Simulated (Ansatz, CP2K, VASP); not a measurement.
TiO2: 3 runs at one level of theory

```
CELL_PARAMETERS angstrom
4.59984 0.00000 0.00000
0.00000 4.59984 0.00000
0.00000 0.00000 2.95921
ATOMIC_POSITIONS crystal
Ti 0.00000 0.00000 0.50000
Ti 0.50000 0.50000 0.00000
O 0.30432 0.30432 0.50000
O 0.19568 0.80432 0.00000
O 0.80432 0.19568 0.00000
O 0.69568 0.69568 0.50000
```

The cell is a database's computed one, not the measured one.

Alike in all runs: task single point; functional PBE; k mesh 6 × 6 × 9; occupations gaussian, width 0.011 eV; no spin polarisation; no spin-orbit coupling. Pressure is positive in compression and, in plane waves, holds the error of the finite cutoff, which Ansatz's Pulay term estimates and takes out.

```
                                                     program and potentials  plane-wave cutoff (eV)                             notes  pressure (GPa)
                                                         Ansatz, Ansatz PAW                     420  Pulay term of +0.73 GPa included            4.25
CP2K, POTENTIAL_UZH Ti GTH-PBE-q12, O GTH-PBE-q6; TZVP-MOLOPT-PBE-GTH basis                       -                      atomic basis            5.22
                                       VASP, PBE PAW files O, Ti_sv, 520 eV                     520                                 -            4.97
```

Force on atom 5 (O), eV/Å:

| program and potentials | x | y | z |
| --- | --- | --- | --- |
| CP2K, POTENTIAL_UZH Ti GTH-PBE-q12, O GTH-PBE-q6; TZVP-MOLOPT-PBE-GTH basis | 0.044 | -0.044 | 0.000 |
| VASP, PBE PAW files O, Ti_sv, 520 eV | -0.015 | 0.015 | 0.000 |

The pressure spans 4.25 (Ansatz, Ansatz PAW) to 5.22 GPa (CP2K, POTENTIAL_UZH Ti GTH-PBE-q12, O GTH-PBE-q6; TZVP-MOLOPT-PBE-GTH basis). Rows in atomic bases carry the error of their basis and grid, which can be large.

The functional is the same throughout but for its coding, so the spread measures potentials, basis and numerics; runs on potential files found faulty are left out.
